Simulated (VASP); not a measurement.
The system is Sb.

```
CELL_PARAMETERS angstrom
2.15420 1.24373 3.75800
-2.15420 1.24373 3.75800
0.00000 -2.48746 3.75800
ATOMIC_POSITIONS crystal
Sb 0.76651 0.76651 0.76651
Sb 0.23349 0.23349 0.23349
```

Base run:

- Program: VASP 6.6.1
- Functional: PBE
- Potentials or basis: VASP PAW PBE potentials, release 64 (Sb)
- Cutoff: 520 eV
- k mesh: 8 × 8 × 8
- Occupations: fermi-dirac, width 0.05 eV
- Spin: no spin polarisation

Its results: band gap on the k mesh none (metal or under the smearing width); pressure 2.8 GPa; largest force 0.201 eV/Å.

Task: The run is repeated on the same cell with these changes: functional from PBE to PBEsol. What comes out?

Result: Band gap on the k mesh none (metal or under the smearing width); pressure 0.2 GPa; largest force 0.157 eV/Å.

PBEsol binds more tightly than PBE, so the same cell stands under less pressure.

Caveats: the PAW data sets were made with another functional, which shifts forces and pressure a little (some runs).

Not every run made on this cell is shown here.
